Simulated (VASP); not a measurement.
A run of VASP 6.6.1 is set up as follows.

The input INCAR:

```
SYSTEM = AlN
ALGO = Normal
EDIFF = 1E-6
ENCUT = 520
GGA = PS
ISIF = 2
ISMEAR = 0
LASPH = .TRUE.
LCHARG = .FALSE.
LREAL = .FALSE.
LWAVE = .FALSE.
NBANDS = 11
NELM = 60
PREC = Accurate
SIGMA = 0.05
```

Contents of KPOINTS:

```
k-points
0
G
  10 10 10
  0 0 0
```

The input POSCAR:

```
AlN
1.0
    0.0000000000      1.9671402654      1.9671402654
    1.9671402654      0.0000000000      1.9671402654
    1.9671402654      1.9671402654      0.0000000000
Al N
1 1
Direct
    0.5000000000      0.5000000000      0.5000000000
    0.0000000000      0.0000000000      0.0000000000
```

Potentials or basis: VASP PAW PBE potentials, release 64 (Al, N).

Command:

```sh
$ cat potpaw_PBE.64/Al/POTCAR potpaw_PBE.64/N/POTCAR > POTCAR
$ mpirun -np 1 vasp_std > vasp.out
```

**Question.** Predict the pressure.

**Answer.** 25.8 GPa.

**Question.** Predict the band gap on the k mesh.

**Answer.** 4.98 eV, indirect (least direct gap 6.90 eV).

Caveat: so large a pressure means that the cell lies far from this level's equilibrium, or that cutoff or potentials fall short; the potentials were made for another functional, which shifts forces and pressure. A k mesh can miss the band edges.
